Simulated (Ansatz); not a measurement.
# HgTe (zincblende): equation of state

The task here is to estimate one member of a computed series from the others.

Program: Ansatz 0.2.0. Level of theory: DFT PBE, scalar-relativistic, plane waves, PAW. These are calculated values, not measurements.

1 further run of the same task is left out (it didn't finish). Runs told in other sessions of the task aren't counted.

## The structure to begin with

Symmetry: F-43m, No. 216, cubic system. The conventional cell has a = 6.648 Å, b = 6.648 Å, c = 6.648 Å, α = 90.00°, β = 90.00°, γ = 90.00°. Around Hg (site symmetry -43m) lie 4 Te at 2.88 Å. Te (site symmetry -43m) has 4 Hg at 2.88 Å in its first shell of neighbours.

Coordinates:

```
CELL_PARAMETERS angstrom
0.00000 3.32422 3.32422
3.32422 0.00000 3.32422
3.32422 3.32422 0.00000
ATOMIC_POSITIONS crystal
Hg 0.00000 0.00000 0.00000
Te 0.25000 0.25000 0.25000
```

This cell comes from an earlier session at PBE: 36.734 Å³/atom at 0.04 GPa, on a 10×10×10 mesh.

Volume factors to run: 0.980, 1.020, 0.960, 1.040, 1.070, 1.100, 0.945.

The first run:

input.yaml reads:

```yaml
crystal:
  lattice:
    - [0.0, 3.3019062498, 3.3019062498]
    - [3.3019062498, 0.0, 3.3019062498]
    - [3.3019062498, 3.3019062498, 0.0]
  atoms:
    - { symbol: Hg, position: [0.0, 0.0, 0.0] }
    - { symbol: Te, position: [0.25, 0.25, 0.25] }
basis:
  ecutwfc: 420
  ecutrho_ratio: 4
kpoints:
  mp_grid: { grid: [10, 10, 10] }
hamiltonian:
  xc: pbe
scf:
  occupations: { method: gaussian, width: 0.05 }
output:
  forces: true
  stress: true
  eigenvalues: true
```

Run with:

```bash
ansatz run input.yaml --threads 4 --pin off --max-ram 7168MiB --backend cpu --events-out ev --progress --plain --runs-dir out
```

Among the steps run: At 0.980 of the relaxed volume; At 1.020 of the relaxed volume; Volume × 0.960; Scaling the volume by 1.040; At 1.070 of the relaxed volume; Scaling the volume by 1.100; Volume × 0.945.

One table of the session follows, with a row left open; its other results are not shown here.

It belongs to the step «Energy and pressure against volume». 

```
volume (Å³/atom)  energy (meV/atom)  pressure (GPa)
          34.714              13.86            2.29
          35.265                  ?               ?
          35.999               1.81            0.77
          36.734               0.00            0.04
          37.469               1.35           -0.61
          38.203               5.48           -1.18
          39.305              16.21           -1.92
          40.407              31.54           -2.52
```

Estimate the missing values for volume (Å³/atom) = 35.265.

Worked estimate for «energy (meV/atom)». A straight line through the neighbours (34.714, 13.86) and (35.999, 1.81) gives 13.86 + (1.81 − 13.86) × (35.265 − 34.714) / (35.999 − 34.714) = 8.69; a parabola fitted to 3 rows on both sides gives 7.31.

**Answer.** energy (meV/atom): 7.19; pressure (GPa): 1.60. In «energy (meV/atom)» the line misses by +1.50 and the parabola by +0.12.
